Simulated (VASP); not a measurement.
# CO2 (strained database structure): one PBE single-point calculation in two programs

```
C O
1.0
     2.61991   -2.37987    0.00000
     2.61991    2.37987    0.00000
     0.00000    0.00000    6.42703
C O
2 4
Direct
  0.00000 0.00000 0.00000
  0.50000 0.50000 0.50000
  0.80444 0.19556 0.89217
  0.19556 0.80444 0.10783
  0.69556 0.30444 0.39217
  0.30444 0.69556 0.60783
```

Each program uses its own PAW datasets. VASP's cell holds 32 valence electrons and Ansatz's 32. Ansatz's stress includes a Pulay correction; VASP's doesn't.

Cutoffs: 520 eV in VASP, 420 eV in Ansatz. k meshes: 8×8×4 and 8×8×4.

```tsv
	VASP	Ansatz
gap between bands v and c	6.68 eV	6.71 eV
least direct gap	7.26 eV	7.28 eV
pressure	6.8 GPa	5.1 GPa
largest force	1.43 eV/Å	0.76 eV/Å
```

Band v is the last that the valence electrons fill when counted band by band, and c is the next. Levels in eV from the top of v, Ansatz:

```csv
point,v−1,v,c,c+1
Γ,-0.66,-0.58,6.71,7.12
Y,-0.34,0.00,7.85,8.96
F_0,-0.33,-0.01,7.85,8.91
Δ_0,-0.33,-0.01,7.85,8.91
Z,-0.78,-0.78,7.48,7.48
B_0,-0.33,-0.33,8.43,8.43
G_0,-0.33,-0.33,8.43,8.43
T,-0.32,-0.32,8.46,8.46
```

VASP:

| point | v−1 | v | c | c+1 |
| --- | --- | --- | --- | --- |
| Γ | -0.67 | -0.58 | 6.68 | 7.12 |
| Y | -0.34 | 0.00 | 7.85 | 8.95 |
| F_0 | -0.33 | -0.01 | 7.85 | 8.90 |
| Δ_0 | -0.33 | -0.01 | 7.85 | 8.90 |
| Z | -0.78 | -0.78 | 7.48 | 7.48 |
| B_0 | -0.32 | -0.32 | 8.43 | 8.43 |
| G_0 | -0.32 | -0.32 | 8.43 | 8.43 |
| T | -0.32 | -0.32 | 8.45 | 8.45 |

Forces (eV/Å), VASP:

```json
{"atom": "C", "Fx": "0.000", "Fy": "0.000", "Fz": "0.000"}
{"atom": "C", "Fx": "0.000", "Fy": "0.000", "Fz": "0.000"}
{"atom": "O", "Fx": "0.000", "Fy": "1.151", "Fz": "-0.857"}
{"atom": "O", "Fx": "0.000", "Fy": "-1.151", "Fz": "0.857"}
{"atom": "O", "Fx": "0.000", "Fy": "-1.151", "Fz": "-0.857"}
{"atom": "O", "Fx": "0.000", "Fy": "1.151", "Fz": "0.857"}
```

Ansatz:

```json
{"atom": "C", "Fx": "0.000", "Fy": "0.000", "Fz": "0.000"}
{"atom": "C", "Fx": "0.000", "Fy": "0.000", "Fz": "0.000"}
{"atom": "O", "Fx": "0.000", "Fy": "0.611", "Fz": "-0.455"}
{"atom": "O", "Fx": "0.000", "Fy": "-0.611", "Fz": "0.455"}
{"atom": "O", "Fx": "0.000", "Fy": "-0.611", "Fz": "-0.455"}
{"atom": "O", "Fx": "0.000", "Fy": "0.611", "Fz": "0.455"}
```
